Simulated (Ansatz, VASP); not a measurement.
**ZnSe in VASP and in Ansatz**

INCAR

```
PREC = Accurate
ENCUT = 520
EDIFF = 1E-7
ISMEAR = -1
SIGMA = 0.1
LREAL = False
LASPH = True
NELM = 80
ALGO = Normal
ISIF = 2
LWAVE = False
LCHARG = True
GGA = PE
LELF = True
LVHAR = True
NBANDS = 16
```

Contents of KPOINTS:

```
regular mesh
0
Gamma
  13 13 13
```

POSCAR

```
ZnSe
1.0
    0.0000000000      2.3128063018      2.3128063018
    2.3128063018      0.0000000000      2.3128063018
    2.3128063018      2.3128063018      0.0000000000
Zn Se
1 1
Direct
    0.0000000000      0.0000000000      0.0000000000
    0.5000000000      0.5000000000      0.5000000000
```

Input for Ansatz:

```yaml
crystal:
  lattice:
    - [0.0, 2.3128063018, 2.3128063018]
    - [2.3128063018, 0.0, 2.3128063018]
    - [2.3128063018, 2.3128063018, 0.0]
  atoms:
    - { symbol: Zn, position: [0.0, 0.0, 0.0] }
    - { symbol: Se, position: [0.5, 0.5, 0.5] }
kpoints:
  mp_grid: { grid: [13, 13, 13] }
  band_path:
    path:
      - [0.0, 0.0, 0.0]
      - [0.5, 0.0, 0.5]
      - [0.625, 0.25, 0.625]
      - [0.375, 0.375, 0.75]
      - [0.0, 0.0, 0.0]
      - [0.5, 0.5, 0.5]
      - [0.5, 0.25, 0.75]
      - [0.5, 0.0, 0.5]
    npoints: 8
scf:
  occupations: { method: fermi_dirac, width: 0.1 }
hamiltonian:
  xc: pbe
  pseudopotentials: { kind: paw }
output:
  forces: true
  stress: true
  eigenvalues: true
  populations: true
  dos: { projected: true, de: 0.2, e_range: [-14, 8] }
```

Change from the starting cell: volume scaled by 0.64, PAW files.

Alike in both runs: task single point; functional PBE; k mesh 13 × 13 × 13; occupations fermi-dirac, width 0.1 eV; no spin polarisation.

```csv
,VASP,Ansatz
version,VASP 6.6.1,Ansatz 0.2.0
potentials or method,"VASP PAW PBE potentials, release 64 (Zn, Se)","PAW with Ansatz's default frozen-core files, scalar-relativistic"
plane-wave cutoff (eV),520,420
valence electrons in the cell,18,28
```

```tsv
	VASP	Ansatz	Ansatz less VASP
pressure (GPa)	89.2	87.6	-1.62
```

With one functional, cell and mesh, what is left measures potentials, basis and numerics. The two sets of potentials don't hold the same shells in valence.

Caveats: the cell as given lies far from equilibrium; so large a pressure means that the cell lies far from this level's equilibrium, or that cutoff or potentials fall short (VASP).
